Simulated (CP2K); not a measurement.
Crystal: BaTiO3.

```
Ba Ti O
1.0
     3.96352    0.00000    0.00000
    -0.13441    5.66741    0.00000
    -0.22847   -0.36064    5.71356
Ba Ti O
2 2 6
Direct
  0.99749 0.00015 0.00043
  0.99982 0.49875 0.50109
  0.50075 0.49906 0.99785
  0.50366 0.99877 0.49738
  0.99896 0.49878 0.99824
  0.00194 0.99976 0.50212
  0.49413 0.25153 0.25251
  0.49937 0.75231 0.74826
  0.50326 0.25086 0.74969
  0.50062 0.75003 0.25243
```

Base run:

```yaml
Program: CP2K 2026.2
Functional: PBE
Potentials_or_basis: POTENTIAL_UZH Ba GTH-PBE-q10, Ti GTH-PBE-q12, O GTH-PBE-q6; DZVP-MOLOPT-PBE-GTH basis
Density_cutoff: 9524 eV
k_mesh: 5 × 4 × 4
Occupations: fermi-dirac, width 0.05 eV
Spin: no spin polarisation
```

Its results: band gap on the k mesh 1.86 eV; pressure 5.7 GPa; largest force 0.300 eV/Å.

Question: After a change of settings the same cell gave: band gap on the k mesh 1.82 eV; pressure 6.7 GPa; largest force 0.302 eV/Å. Which change was it?
A. potentials or basis from POTENTIAL_UZH Ba GTH-PBE-q10, Ti GTH-PBE-q12, O GTH-PBE-q6; DZVP-MOLOPT-PBE-GTH basis to POTENTIAL_UZH Ba GTH-PBE-q10, Ti GTH-PBE-q12, O GTH-PBE-q6; TZV2P-MOLOPT-PBE-GTH basis; basis sets from Ba DZVP-MOLOPT-PBE-GTH-q10, Ti DZVP-MOLOPT-PBE-GTH-q12, O DZVP-MOLOPT-PBE-GTH-q6 to Ba TZV2P-MOLOPT-PBE-GTH-q10, Ti TZV2P-MOLOPT-PBE-GTH-q12, O TZV2P-MOLOPT-PBE-GTH-q6
B. potentials or basis from POTENTIAL_UZH Ba GTH-PBE-q10, Ti GTH-PBE-q12, O GTH-PBE-q6; DZVP-MOLOPT-PBE-GTH basis to POTENTIAL_UZH Ba GTH-PBE-q10, Ti GTH-PBE-q12, O GTH-PBE-q6; ccGRB-D basis; basis sets from Ba DZVP-MOLOPT-PBE-GTH-q10, Ti DZVP-MOLOPT-PBE-GTH-q12, O DZVP-MOLOPT-PBE-GTH-q6 to Ba ccGRB-D-q10, Ti ccGRB-D-q12, O ccGRB-D-q6
C. potentials or basis from POTENTIAL_UZH Ba GTH-PBE-q10, Ti GTH-PBE-q12, O GTH-PBE-q6; DZVP-MOLOPT-PBE-GTH basis to POTENTIAL_UZH Ba GTH-PBE-q10, Ti GTH-PBE-q12, O GTH-PBE-q6; TZVP-MOLOPT-PBE-GTH basis; basis sets from Ba DZVP-MOLOPT-PBE-GTH-q10, Ti DZVP-MOLOPT-PBE-GTH-q12, O DZVP-MOLOPT-PBE-GTH-q6 to Ba TZVP-MOLOPT-PBE-GTH-q10, Ti TZVP-MOLOPT-PBE-GTH-q12, O TZVP-MOLOPT-PBE-GTH-q6

Answer: B.

Caveats: spin-orbit coupling is left out, which moves the levels of the heavy elements; an odd mesh through Γ misses points on the zone boundary, where band edges often lie; the basis of atomic orbitals isn't converged, which shifts pressures, moduli and gaps.
